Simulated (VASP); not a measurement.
# CdTe (F-43m) in VASP: further runs, part 2 of 2

VASP 6.6.1.

**4. Comparison with measurements**

Step 2. Against the measured gap of CdTe, 1.607 eV (0 K; a printed reference work, data compilation), the calculated 0.44 eV is off by -1.17 eV. So large a miss can be the level of theory's own, or it may mean another phase, state or a wrong row. Spin-orbit coupling on Cd, Te is left out. The value is that of LDA, without temperature or zero-point motion. Semilocal functionals fall short of measured gaps as a rule.

Step 3. Measured gap of CdTe: 1.607 eV (0 K; a printed reference work, data compilation). This calculation gives 0.66 eV (-0.95 eV). Spin-orbit coupling on Cd, Te is left out. The value is that of PBE, without temperature or zero-point motion. Semilocal functionals fall short of measured gaps as a rule.
